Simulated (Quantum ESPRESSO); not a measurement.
Runs of Quantum ESPRESSO 7.5 on N. The structure is cubic, space group Pa-3 (No. 205). The conventional cell has a = 5.561 Å, b = 5.561 Å, c = 5.561 Å, α = 90.00°, β = 90.00°, γ = 90.00°. N (site symmetry 3) is surrounded by 1 N at 1.11 Å. 

| task | level | potentials or basis | cutoff (eV) | form of the LDA correlation | SCF threshold | symmetry | gap on the mesh (eV) | pressure (GPa) | V0 of scaled cells (Å³/atom) | B0 (GPa) | largest force (eV/Å) |
| --- | --- | --- | --- | --- | --- | --- | --- | --- | --- | --- | --- |
| band structure | LDA | GBRV 1.5 LDA | 612 | PZ81 | 1.6e-09 Ry | - | 7.07 | -1.5 | - | - | 0.68 |
| equation of state | LDA | GBRV 1.5 LDA | 612 | PZ81 | 1.6e-09 Ry | - | - | - | 21.08 | 79 | - |
| equation of state | PBEsol | GBRV 1.5 PBEsol | 612 | - | 1.6e-09 Ry | - | - | - | 21.67 | 75 | - |
| band structure | r2SCAN | SG15 PBE 1.2 | 1197 | - | 1e-08 Ry | off | (c) | (a) | - | - | 1.76 |
| band structure | PBEsol | GBRV 1.5 PBEsol | 612 | - | 1.6e-09 Ry | - | (b) | 0.6 | - | - | 0.08 |

Alike in all rows: no spin polarisation; cell as given; k mesh 5 × 5 × 5; smearing fermi-dirac 0.05 eV.

**Question.** Fill in the values left out.

**Answer.** (a) -2.2; (b) 7.18; (c) 7.98.

Caveats: the cell was scaled at fixed shape and fractional positions, which overstates the stiffness of a crystal with free parameters, most of all of layers and chains (some runs); the potentials were made for another functional, which shifts forces and pressure (some runs).

Runs at the PBE level aren't shown here.
